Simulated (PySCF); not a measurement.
From one molecule to another.

First species: C6H5F3.
Numbering: `[F:1][C:2]1=[C:3]([F:4])[C@@H:5]2[CH2:6][C@@H:7]2[C@H:8]1[F:9]` (hydrogens: H10 on C5; H11, H12 on C6; H13 on C7; H14 on C8)

Second species: C5H11N.
Z-matrix (Å and degrees, GFN2-xTB geometry), rows numbered from 1:
```
C 
C   1  1.5278
C   2  1.5335  1  109.63
N   3  1.4515  2  113.02  1    56.09
C   4  1.4515  3  111.29  2   -56.30
C   1  1.5279  2  109.97  3   -55.03
H   1  1.0930  2  109.21  3    64.78
H   1  1.0924  2  110.22  3  -176.75
H   2  1.0913  1  110.42  3  -121.33
H   2  1.0938  1  109.49  3   119.90
H   3  1.0947  2  109.44  1   -63.41
H   3  1.0929  2  110.53  1   177.55
H   4  1.0171  3  109.10  2    64.13
H   5  1.0930  4  108.21  3   179.03
H   5  1.0947  4  107.27  3   -64.46
H   6  1.0938  1  109.51  2   -64.88
H   6  1.0913  1  110.42  2   176.35
```

Levels: wB97X-D/def2-SVPD for HOMO energy, LUMO energy, HOMO–LUMO gap and static isotropic polarisability; TDDFT wB97X-D/def2-SVPD for lowest singlet excitation; TDA wB97X-D/def2-SVPD for lowest triplet excitation (Tamm–Dancoff). Geometries: GFN2-xTB. Each structure is a single optimised conformer of the isolated species, non-relativistic unless stated; the electronic structure was computed with PySCF and density fitting.

```tsv
property	column X	column Y
HOMO energy	-9.21 eV	-8.06 eV
LUMO energy	1.64 eV	2.45 eV
HOMO–LUMO gap	10.85 eV	10.51 eV
lowest singlet excitation	6.57 eV	6.24 eV
lowest triplet excitation (Tamm–Dancoff)	4.35 eV	6.10 eV
static isotropic polarisability	65.0 au	65.4 au
```

(1) Which column belongs to which species?

(2) How does each property change from the first species to the second?

## Answers

(1) Column X is the first species and column Y the second. The first has 14 atoms and 68 electrons, the second 17 and 48.

(2) HOMO energy +1.15 eV; LUMO energy +0.81 eV; HOMO–LUMO gap -0.34 eV; lowest singlet excitation -0.33 eV; lowest triplet excitation (Tamm–Dancoff) +1.75 eV; static isotropic polarisability +0.4 au.

On the first: No computed singlet falls in the visible range (750 to 380 nm, 1.65 to 3.26 eV); S1 lies 3.31 eV above its blue end. S1 lies 4.28 eV below the HOMO–LUMO gap; its leading configuration is HOMO→LUMO, weight 0.82.

On the second: The polarisability is 9.70 Å³ as a volume (1 au = 0.148185 Å³), or 1.36 au for each of the 48 electrons. The principal polarisabilities are 59.8, 67.0 and 69.5 au; their mean is the isotropic value.
